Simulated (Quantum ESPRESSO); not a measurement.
## FeGe under changes of volume

One of the cells (14.837 Å³/atom); the others are scaled copies at fixed shape and fractional positions:

```
Ge Fe
1.0
     4.99760    0.00000    0.00000
    -2.49880    4.32805    0.00000
     0.00000    0.00000    4.11576
Ge Fe
3 3
Cartesian
  2.4988 1.4427 2.0579
  0.0000 2.8854 2.0579
  0.0000 0.0000 0.0000
  -1.2494 2.1640 0.0000
  1.2494 2.1640 0.0000
  2.4988 0.0000 0.0000
```

The cell is a database's computed one.

* Program: Quantum ESPRESSO 7.5
* Functional: LDA
* Potentials or basis: GBRV 1.5 LDA
* Cutoff: 762 eV
* Density cutoff: 6095 eV
* k mesh: 3 × 3 × 4
* Occupations: fermi-dirac, width 0.05 eV
* Spin: collinear spin, ferromagnetic start
* Starting moments: [0.0, 0.0, 0.0, 3.0, 3.0, 3.0] μB

```csv
volume (Å³/atom),energy over the lowest point (meV/atom),pressure (GPa),moment (μB per cell)
13.947,0.00,-6.9,3.63
14.244,15.16,-9.7,3.89
14.540,35.15,-12.1,4.11
14.837,?,?,?
15.134,87.53,-16.0,4.44
15.431,119.17,-17.1,4.89
15.727,150.45,-17.7,5.52
```

What does the run at 14.837 Å³/atom give?

Energy over the lowest point 59.35 meV/atom; pressure -14.2 GPa; moment 4.28 μB per cell.

Worked out: A Birch-Murnaghan fit of order 3 (a polynomial in V^(-2/3)) to the other rows has no minimum within the range. It gives 59.95 meV/atom at 14.837 Å³/atom, against the run's 59.35, and -dE/dV = -14.3 GPa, against -14.2. A parabola through the other rows of the moment, of slope 0.963 μB per Å³/atom there, gives 4.24 μB, against the run's 4.28.

Energies are extrapolated to zero smearing.

Caveats: all runs use coarse meshes.
